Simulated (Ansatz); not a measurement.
An added Li started as a split pair with a Li atom in rocksalt LiF, 65 atoms, charge −1

All numbers come from Ansatz (PAW, plane waves, no spin–orbit coupling) at the single k point (¼, ¼, ¼) without its symmetry partners. The atoms were relaxed with PBEsol in a fixed cell; other functionals are single points on those atoms unless said otherwise. The valence top and gap of the host come from its small cell on a dense mesh, with the band extrema sought between the mesh points, lined up by the mean potential, PBEsol gap 9.05 eV, HSE06 gap 11.54 eV. The charge correction uses an assumed dielectric constant of 9.0.

Relaxed structure:

```yaml
crystal:
  lattice:
    - [8.01519, 0.00000, 0.00000]
    - [0.00000, 8.01519, 0.00000]
    - [0.00000, 0.00000, 8.01519]
  atoms:
    - { symbol: F, position: [0.25391, 0.00403, 0.00829] }
    - { symbol: F, position: [0.22735, 0.97396, 0.54937] }
    - { symbol: F, position: [0.25209, 0.52169, 0.98820] }
    - { symbol: F, position: [0.24384, 0.51560, 0.49546] }
    - { symbol: F, position: [0.76194, 0.00220, 0.99782] }
    - { symbol: F, position: [0.76277, 0.99757, 0.50512] }
    - { symbol: F, position: [0.75417, 0.50495, 0.00469] }
    - { symbol: F, position: [0.76653, 0.51487, 0.51098] }
    - { symbol: F, position: [0.99637, 0.25390, 0.99731] }
    - { symbol: F, position: [0.00649, 0.25057, 0.50761] }
    - { symbol: F, position: [0.00467, 0.75676, 0.00547] }
    - { symbol: F, position: [0.00000, 0.75250, 0.50592] }
    - { symbol: F, position: [0.50682, 0.25056, 0.00729] }
    - { symbol: F, position: [0.35282, 0.13623, 0.35374] }
    - { symbol: F, position: [0.50521, 0.75246, 0.00094] }
    - { symbol: F, position: [0.50640, 0.75546, 0.50720] }
    - { symbol: F, position: [0.00744, 0.00408, 0.25474] }
    - { symbol: F, position: [0.99691, 0.00215, 0.76276] }
    - { symbol: F, position: [0.98749, 0.52177, 0.25282] }
    - { symbol: F, position: [0.00385, 0.50494, 0.75489] }
    - { symbol: F, position: [0.54855, 0.97406, 0.22830] }
    - { symbol: F, position: [0.50433, 0.99750, 0.76364] }
    - { symbol: F, position: [0.49479, 0.51538, 0.24482] }
    - { symbol: F, position: [0.51036, 0.51491, 0.76734] }
    - { symbol: F, position: [0.21148, 0.32416, 0.21224] }
    - { symbol: F, position: [0.24300, 0.25033, 0.77023] }
    - { symbol: F, position: [0.25237, 0.76420, 0.25310] }
    - { symbol: F, position: [0.25429, 0.74787, 0.76034] }
    - { symbol: F, position: [0.76935, 0.25050, 0.24407] }
    - { symbol: F, position: [0.76015, 0.25590, 0.76096] }
    - { symbol: F, position: [0.75957, 0.74795, 0.25506] }
    - { symbol: F, position: [0.75589, 0.75381, 0.75664] }
    - { symbol: Li, position: [0.00020, 0.00753, 0.00102] }
    - { symbol: Li, position: [0.99923, 0.99657, 0.51436] }
    - { symbol: Li, position: [0.00222, 0.50278, 0.00295] }
    - { symbol: Li, position: [0.00481, 0.50552, 0.50242] }
    - { symbol: Li, position: [0.51355, 0.99661, 0.00015] }
    - { symbol: Li, position: [0.49802, 0.01755, 0.49880] }
    - { symbol: Li, position: [0.50169, 0.50540, 0.00569] }
    - { symbol: Li, position: [0.37201, 0.35947, 0.37304] }
    - { symbol: Li, position: [0.25392, 0.26096, 0.00286] }
    - { symbol: Li, position: [0.24028, 0.20157, 0.54409] }
    - { symbol: Li, position: [0.25660, 0.75652, 0.99702] }
    - { symbol: Li, position: [0.25393, 0.75123, 0.51118] }
    - { symbol: Li, position: [0.75812, 0.25393, 0.00038] }
    - { symbol: Li, position: [0.74831, 0.25748, 0.51064] }
    - { symbol: Li, position: [0.75448, 0.75371, 0.00527] }
    - { symbol: Li, position: [0.75719, 0.75704, 0.50606] }
    - { symbol: Li, position: [0.23967, 0.99135, 0.24050] }
    - { symbol: Li, position: [0.25494, 0.99478, 0.77239] }
    - { symbol: Li, position: [0.22707, 0.54101, 0.22783] }
    - { symbol: Li, position: [0.25649, 0.50153, 0.74803] }
    - { symbol: Li, position: [0.77153, 0.99488, 0.25576] }
    - { symbol: Li, position: [0.75210, 0.00464, 0.75290] }
    - { symbol: Li, position: [0.74738, 0.50167, 0.25716] }
    - { symbol: Li, position: [0.75942, 0.50502, 0.76021] }
    - { symbol: Li, position: [0.00207, 0.26102, 0.25470] }
    - { symbol: Li, position: [0.99948, 0.25392, 0.75903] }
    - { symbol: Li, position: [0.99622, 0.75657, 0.25734] }
    - { symbol: Li, position: [0.00453, 0.75368, 0.75525] }
    - { symbol: Li, position: [0.54315, 0.20176, 0.24122] }
    - { symbol: Li, position: [0.51004, 0.25739, 0.74892] }
    - { symbol: Li, position: [0.51045, 0.75118, 0.25478] }
    - { symbol: Li, position: [0.50529, 0.75702, 0.75809] }
    - { symbol: Li, position: [0.53480, 0.51650, 0.53555] }
```

Chemical potentials μ are those of reference phases of the elements at zero temperature by the same functional (the usual solids, diamond for C, grey Sn, and the molecules H2, N2, O2, F2, Cl2, Br2 and S8).

```
functional  E(defect) − E(host) − Σ nμ + q·E_VBM (eV)  monopole (eV)  alignment (eV)  formation energy at E_F = VBM (eV)  moment (μB)                          wall time, shared host
    PBEsol                                      12.76           0.28            0.17                               13.21  0 (no spin)  110 s on 7 threads of Neoverse-V2 (relaxation)
```

**Question.** Estimate the formation energy and moment that HSE06 gives on these atoms.

**Answer.** 15.13 eV at E_F = VBM (14.67 eV before the monopole term 0.28 eV and the alignment 0.18 eV), moment 0 (no spin).

**Question.** How does the monopole term follow by hand for this cubic cell?

**Answer.** q²·α·e²/(4πε₀)/(2εL) with the Madelung constant α = 2.837 and e²/4πε₀ = 14.40 eV·Å: 1 × 2.837 × 14.40 / (2 × 9.0 × 8.015) = 0.28 eV.

HSE06 one-electron levels near the gap (the ten most localised at most), from the host's valence top, not corrected for the charge's images:

| level (eV) | spin | filling | atoms sharing it | element of the atom with most weight |
| --- | --- | --- | --- | --- |
| 8.70 | both | 2.00 | 9.8 | Li |

All elements are taken at their own reference at once; growth conditions in equilibrium with the host shift these energies, by up to the host's formation enthalpy.

One k point and a cell of this size can leave errors of several tenths of an eV in such numbers.
